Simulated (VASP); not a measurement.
The system is Au.

```
CELL_PARAMETERS angstrom
0.00000 2.03500 2.03500
2.03500 0.00000 2.03500
2.03500 2.03500 0.00000
ATOMIC_POSITIONS crystal
Au 0.00000 0.00000 0.00000
```

- Program: VASP 6.6.1
- Task: relaxation of cell and atoms
- Functional: PBE
- Dispersion: D3(BJ)
- Potentials or basis: VASP PAW PBE potentials, release 64 (Au)
- Cutoff: 600 eV
- k mesh: 11 × 11 × 11
- Occupations: fermi-dirac, width 0.05 eV
- Spin: no spin polarisation

At the start: pressure 3.9 GPa; volume 16.85 Å³/atom.

Problem. Where does the relaxation end?

Solution. Over 3 steps the energy falls by 4.5 meV/atom and the volume is 17.24 Å³/atom (+2.3 %); space group Fm-3m (No. 225, to 0.05 Å).

The path:
| step | energy change (eV) | largest force (eV/Å) | pressure (GPa) | volume (Å³) |
| --- | --- | --- | --- | --- |
| 1 | 0.0000 | 0.0000 | 3.92 | 16.85 |
| 2 | 0.0069 | 0.0000 | -5.43 | 17.88 |
| 3 | -0.0045 | 0.0000 | -0.03 | 17.24 |

Final structure:
```
Au
1.0
     0.00000    2.05030    2.05030
     2.05030    0.00000    2.05030
     2.05030    2.05030    0.00000
Au
1
Direct
  0.00000 0.00000 0.00000
```

Caveat: pairwise dispersion overbinds metals, which lowers pressure and volume.
